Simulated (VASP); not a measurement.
# Se (Pm-3m) in VASP: notebook

Runs on Se. Level: LDA. Tasks: relaxation of cell and atoms.

All numbers are computed with VASP 6.6.1; they aren't measurements. Logs are shortened: lines on timing, memory, paths and dates and some standing lists are left out, and cuts for length are marked.

## Step 1: Starting point

The structure is cubic, space group Pm-3m (No. 221). Conventional cell: a = 2.811 Å, b = 2.811 Å, c = 2.811 Å, α = 90.00°, β = 90.00°, γ = 90.00°. Se (site symmetry m-3m) is surrounded by 6 Se at 2.81 Å.

This isn't the form of Se at room conditions, which is trigonal, of chains.

## Step 2: Relaxation of cell and atoms, LDA

File INCAR:

```
ALGO = Normal
EDIFF = 1E-6
EDIFFG = -0.01
ENCUT = 600
GGA = CA
IBRION = 2
ISIF = 3
ISMEAR = -1
LASPH = T
LCHARG = F
LREAL = F
LWAVE = F
NELM = 80
NSW = 40
PREC = Accurate
SIGMA = 0.05
```

File KPOINTS:

```
k-points
0
Gamma
  7 7 7
```

File POSCAR:

```
Se
1.0
    2.8105630200      0.0000000000      0.0000000000
    0.0000000000      2.8105630200      0.0000000000
    0.0000000000      0.0000000000      2.8105630200
Se
1
Direct
    0.0000000000      0.0000000000      0.0000000000
```

Potentials or basis: VASP PAW LDA potentials, release 64 (Se).

On the command line:

```
$ cat potpaw_LDA.64/Se/POTCAR > POTCAR
$ mpirun -np 1 vasp_std > vasp.out
```

OUTCAR:

```text
EDIFF = 1E-6
   EDIFFG = -0.01
   ENCUT = 600
   GGA = CA
   IBRION = 2
   ISIF = 3
   ISMEAR = -1
   LASPH = T
   LREAL = F
   NELM = 80
   NSW = 40
   PREC = Accurate

 ion  position               nearest neighbor table
   1  0.000  0.000  0.000-

  LATTYP: Found a simple cubic cell.
 ALAT       =     2.8105630200

  Lattice vectors:

 A1 = (   2.8105630200,   0.0000000000,   0.0000000000)
 A2 = (   0.0000000000,   2.8105630200,   0.0000000000)
 A3 = (   0.0000000000,   0.0000000000,   2.8105630200)

Analysis of symmetry for initial positions (statically):
=====================================================================
 Subroutine PRICEL returns:
 Original cell was already a primitive cell.

 Routine SETGRP: Setting up the symmetry group for a
 simple cubic supercell.

 Subroutine GETGRP returns: Found 48 space group operations
 (whereof 48 operations were pure point group operations)
 out of a pool of 48 trial point group operations.

The static configuration has the point symmetry O_h .

Analysis of symmetry for dynamics (positions and initial velocities):
=====================================================================
 Subroutine PRICEL returns:
 Original cell was already a primitive cell.

 Routine SETGRP: Setting up the symmetry group for a
 simple cubic supercell.

 Subroutine GETGRP returns: Found 48 space group operations
 (whereof 48 operations were pure point group operations)
 out of a pool of 48 trial point group operations.

The dynamic configuration has the point symmetry O_h .

 Subroutine INISYM returns: Found 48 space group operations
 (whereof 48 operations are pure point group operations),
 and found     1 'primitive' translations

----------------------------------------------------------------------------------------

                                     Primitive cell

  volume of cell :      22.2014

  direct lattice vectors                    reciprocal lattice vectors
     2.810563020  0.000000000  0.000000000     0.355800597  0.000000000  0.000000000
     0.000000000  2.810563020  0.000000000     0.000000000  0.355800597  0.000000000
     0.000000000  0.000000000  2.810563020     0.000000000  0.000000000  0.355800597

  length of vectors
     2.810563020  2.810563020  2.810563020     0.355800597  0.355800597  0.355800597

  position of ions in fractional coordinates (direct lattice)
     0.000000000  0.000000000  0.000000000

  ion indices of the primitive-cell ions
   primitive index   ion index
                 1           1

----------------------------------------------------------------------------------------

 KPOINTS: k-points

Automatic generation of k-mesh.
 Grid dimensions read from file:
 generate k-points for:    7    7    7

 Generating k-lattice:

  Cartesian coordinates                     Fractional coordinates (reciprocal lattice)
     0.050828657  0.000000000  0.000000000     0.142857143  0.000000000  0.000000000
     0.000000000  0.050828657  0.000000000     0.000000000  0.142857143  0.000000000
     0.000000000  0.000000000  0.050828657     0.000000000  0.000000000  0.142857143

  Length of vectors
     0.050828657  0.050828657  0.050828657

  Shift w.r.t. Gamma in fractional coordinates (k-lattice)
     0.000000000  0.000000000  0.000000000

 Subroutine IBZKPT returns following result:
 ===========================================

 Found     20 irreducible k-points:

 Following reciprocal coordinates:
            Coordinates               Weight
  0.000000  0.000000  0.000000      1.000000
  0.142857  0.000000  0.000000      6.000000
  0.285714  0.000000  0.000000      6.000000
  0.428571  0.000000  0.000000      6.000000
  0.142857  0.142857  0.000000     12.000000
  0.285714  0.142857  0.000000     24.000000
[... 12 lines left out ...]
  0.428571  0.428571  0.285714     24.000000
  0.428571  0.428571  0.428571      8.000000
   k-points           NKPTS =     20   k-points in BZ     NKDIM =     20   number of bands    NBANDS=      7
   number of dos      NEDOS =    301   number of ions     NIONS =      1
   total plane-waves  NPLWV =  13824
   dimension x,y,z NGX =    24 NGY =   24 NGZ =   24
   dimension x,y,z NGXF=    48 NGYF=   48 NGZF=   48
   ions per type =               1
   NGX,Y,Z   is equivalent  to a cutoff of  14.20, 14.20, 14.20 a.u.
   NGXF,Y,Z  is equivalent  to a cutoff of  28.39, 28.39, 28.39 a.u.
 SYSTEM =  unknown system
   PREC   = accura    normal or accurate (medium, high low for compatibility)
   ISTART =      0    job   : 0-new  1-cont  2-samecut
   ICHARG =      2    charge: 1-file 2-atom 10-const
   ISPIN  =      1    spin polarized calculation?
   LNONCOLLINEAR =      F non collinear calculations
   LSORBIT =      F    spin-orbit coupling
   LASPH  =      T    aspherical Exc in radial PAW
   ENCUT  =  600.0 eV  44.10 Ry    6.64 a.u.   5.61  5.61  5.61*2*pi/ulx,y,z
   NELM   =     80;   NELMIN=  2; NELMDL= -5     # of ELM steps
   EDIFF  = 0.1E-05   stopping-criterion for ELM
   LREAL  =      F    real-space projection
   EDIFFG = -.1E-01   stopping-criterion for IOM
   NSW    =     40    number of steps for IOM
   IBRION =      2    ionic relax: 0-MD 1-quasi-New 2-CG
   NFREE  =      1    steps in history (QN), initial steepest desc. (CG)
   ISIF   =      3    stress and relaxation
   ISYM   =      2    0-nonsym 1-usesym 2-fastsym
   POTIM  = 0.5000    time-step for ionic-motion
   TEBEG  =    0.0;   TEEND  =   0.0 temperature during run
   PSTRESS=    0.0 pullay stress
   NELECT =       6.0000    total number of electrons
   NUPDOWN=      -1.0000    fix difference up-down
   EMIN   =  10.00;   EMAX   =-10.00  energy-range for DOS
   EFERMI =   0.00;   METHOD = LEGACY
   ISMEAR =    -1;   SIGMA  =   0.05  broadening in eV -4-tet -1-fermi 0-gaus
   EFERMI_NEDOS =   21; number of points for ismear=-14 and -15
   IALGO  =     38    algorithm
   IMIX   =      4    mixing-type and parameters
     AMIX     =   0.40;   BMIX     =  1.00
     AMIX_MAG =   1.60;   BMIX_MAG =  1.00
  volume/ion in A,a.u.               =      22.20       149.82
  Fermi-wavevector in a.u.,A,eV,Ry     =   1.058438  2.000157 15.242472  1.120290
  Thomas-Fermi vector in A             =   2.193747
   LORBIT       =      0    0 simple, 1 ext, 2 COOP (PROOUT), +10 PAW based schemes
   GGA     = CA    functional components
   LHFCALC =     F    Hartree Fock is set to
   AEXX    =    0.0000 exact exchange contribution
   IVDW    =     0    specifies the selected vdW correction
   LEPSILON=     F    determine dielectric tensor
   LRPA    =     F    only Hartree local field effects (RPA)
 conjugate gradient relaxation of ions
 non-spin polarized calculation
  energy-cutoff  :      600.00
  volume of cell :       22.20
 maximum number of plane-waves:       747
 NGX is ok and might be reduce to    24
   NGX = 11   NGY = 11   NGZ = 11

--------------------------------------- Ionic step        1  -------------------------------------------

 number of electron       5.9999998 magnetization

 Free energy of the ion-electron system (eV)
  ---------------------------------------------------
  ext. energy  EPLUGINS =         0.00000000
  ---------------------------------------------------
  free energy    TOTEN  =        -4.02082377 eV

  energy without entropy =       -4.01311344  energy(sigma->0) =       -4.01696860

 E-fermi :   5.0418     XC(G=0): -10.2387

 val. band max:        5.0013936351   @ k =   0.2857   0.1429   0.1429
 cond. band min:       5.1277496385   @ k =   0.2857   0.1429   0.1429
 fundamental gap:      0.1263560034
 Fermi energy:         5.0417662759

 k-point     1 :       0.0000    0.0000    0.0000
  band No.  band energies     occupation
      1     -11.2564      2.00000
      2       6.3376      0.00000
      3       6.3376      0.00000
      4       6.3376      0.00000
      5      12.6701      0.00000
      6      12.7118      0.00000
      7      12.7118      0.00000

 k-point     2 :       0.1429    0.0000    0.0000
  band No.  band energies     occupation
      1     -10.9646      2.00000
      2       3.8728      2.00000
      3       6.5652      0.00000
      4       6.5652      0.00000
      5      13.0077      0.00000
      6      13.0339      0.00000
      7      15.7436      0.00000
[... 235 lines left out ...]
 POSITION                                       TOTAL-FORCE (eV/Angst)
 -----------------------------------------------------------------------------------
      0.00000      0.00000      0.00000        -0.000000      0.000000      0.000000
 -----------------------------------------------------------------------------------
    total drift:                               -0.000000      0.000000     -0.000000

  FREE ENERGIE OF THE ION-ELECTRON SYSTEM (eV)
  ---------------------------------------------------
  free  energy   TOTEN  =        -4.0291702164 eV

  energy  without entropy=       -4.0242972936  energy(sigma->0) =       -4.02673375

--------------------------------------- Ionic step        3  -------------------------------------------

 number of electron       6.0000001 magnetization

 Free energy of the ion-electron system (eV)
  ---------------------------------------------------
  ext. energy  EPLUGINS =         0.00000000
  ---------------------------------------------------
  free energy    TOTEN  =        -4.03296275 eV

  energy without entropy =       -4.02719166  energy(sigma->0) =       -4.03007721

 E-fermi :   5.6361     XC(G=0): -10.4432

 val. band max:        5.5737136881   @ k =   0.2857   0.1429   0.1429
 cond. band min:       5.7690110403   @ k =   0.2857   0.1429   0.1429
 fundamental gap:      0.1952973522
 Fermi energy:         5.6361011247

 k-point     1 :       0.0000    0.0000    0.0000
  band No.  band energies     occupation
      1     -11.0882      2.00000
      2       7.0208      0.00000
      3       7.0208      0.00000
      4       7.0208      0.00000
      5      13.2388      0.00000
      6      13.2388      0.00000
      7      13.5541      0.00000

 k-point     2 :       0.1429    0.0000    0.0000
  band No.  band energies     occupation
      1     -10.7778      2.00000
      2       4.3945      2.00000
      3       7.2653      0.00000
      4       7.2653      0.00000
      5      13.5456      0.00000
      6      13.8139      0.00000
      7      16.5629      0.00000
[... 200 lines left out ...]
 POSITION                                       TOTAL-FORCE (eV/Angst)
 -----------------------------------------------------------------------------------
      0.00000      0.00000      0.00000        -0.000000      0.000000      0.000000
 -----------------------------------------------------------------------------------
    total drift:                               -0.000000      0.000000      0.000000

  FREE ENERGIE OF THE ION-ELECTRON SYSTEM (eV)
  ---------------------------------------------------
  free  energy   TOTEN  =        -4.0329627531 eV

  energy  without entropy=       -4.0271916625  energy(sigma->0) =       -4.03007721

 reached required accuracy - stopping structural energy minimisation
```

It took 3 s on 1 thread of Intel Xeon 6975P-C (Granite Rapids), shared host; peak memory 0.12 GiB.

Results:

```
Free energy                            : -4.0330 eV
Relaxed volume                         : 21.17 Å³/atom
Relaxed cell                           : a = 2.766 Å, b = 2.766 Å, c = 2.766 Å, α = 90.00°, β = 90.00°, γ = 90.00°
Space group after relaxing (to 0.05 Å) : Pm-3m (No. 221)
Energy gained by relaxing              : 12.1 meV/atom
Ionic steps                            : 3
Pressure after relaxing                : 0.0 GPa
Band gap on the k mesh                 : none (metal or under the smearing width)
```

The path:
| step | energy change (eV) | largest force (eV/Å) | pressure (GPa) | volume (Å³) |
| --- | --- | --- | --- | --- |
| 1 | 0.0000 | 0.0000 | -3.61 | 22.20 |
| 2 | -0.0083 | 0.0000 | 2.33 | 20.63 |
| 3 | -0.0121 | 0.0000 | -0.01 | 21.17 |

Final structure:
```
CELL_PARAMETERS angstrom
2.76641 0.00000 0.00000
0.00000 2.76641 0.00000
0.00000 0.00000 2.76641
ATOMIC_POSITIONS crystal
Se 0.00000 0.00000 0.00000
```

## Step 3: Relaxation of cell and atoms, LDA, spin-orbit coupling, no magnetisation

Edit INCAR of step 2 so:

```diff
@@ -4,3 +4,3 @@
 ENCUT = 600
-GGA = CA
+GGA_COMPAT = F
 IBRION = 2
@@ -10,4 +10,7 @@
 LCHARG = F
+LORBIT = 11
 LREAL = F
+LSORBIT = T
 LWAVE = F
+MAGMOM = 0 0 0
 NELM = 80
```

KPOINTS is that of step 2.

POSCAR is that of step 2.

Potentials or basis: VASP PAW LDA potentials, release 64 (Se).

On the command line:

```
$ cat potpaw_LDA.64/Se/POTCAR > POTCAR
$ mpirun -np 1 vasp_ncl > vasp.out
```

Run time: 16 s. Hardware: 1 thread of Intel Xeon 6975P-C (Granite Rapids), shared host; peak memory 0.17 GiB.

The run converged. Its results:

* Free energy: -4.0638 eV
* Relaxed volume: 21.25 Å³/atom
* Relaxed cell: a = 2.770 Å, b = 2.770 Å, c = 2.770 Å, α = 90.00°, β = 90.00°, γ = 90.00°
* Space group after relaxing (to 0.05 Å): Pm-3m (No. 221)
* Energy gained by relaxing: 10.5 meV/atom
* Ionic steps: 3
* Pressure after relaxing: 0.0 GPa
* Valence electrons inside the program's atomic spheres: Se 3.69

The path:
```tsv
step	energy change (eV)	largest force (eV/Å)	pressure (GPa)	volume (Å³)
1	0.0000	0.0000	-3.36	22.20
2	-0.0071	0.0000	2.16	20.74
3	-0.0105	0.0000	-0.02	21.25
```

Final structure:
```
Se
1.0
     2.76961    0.00000    0.00000
     0.00000    2.76961    0.00000
     0.00000    0.00000    2.76961
Se
1
Direct
  0.00000 0.00000 0.00000
```

## Step 4: For comparison

An earlier run on the cell as given: functional PBE; potentials or basis VASP PAW PBE potentials, release 64 (Se); cutoff 520 eV; k mesh 9 × 9 × 9; occupations fermi-dirac, width 0.05 eV; no spin polarisation.

* Pressure: 2.0 GPa
* Band gap on the k mesh: none (metal or under the smearing width)

## Step 5: Overview

```tsv
task	level	potentials or basis	spin	cell	k mesh	cutoff (eV)	gap on the mesh (eV)	pressure (GPa)	relaxed volume (Å³/atom)
relaxation of cell and atoms	LDA	VASP PAW LDA potentials, release 64 (Se)	off	relaxed	7 × 7 × 7	600	none	0.0	21.17
relaxation of cell and atoms	LDA	VASP PAW LDA potentials, release 64 (Se)	SOC, no magnetisation	relaxed	7 × 7 × 7	600	-	0.0	21.25
single point	PBE	VASP PAW PBE potentials, release 64 (Se)	off	as given	9 × 9 × 9	520	none	2.0	-
```

Alike in all rows: smearing fermi-dirac 0.05 eV.

Absolute energies hang on the potentials; compare differences alone.
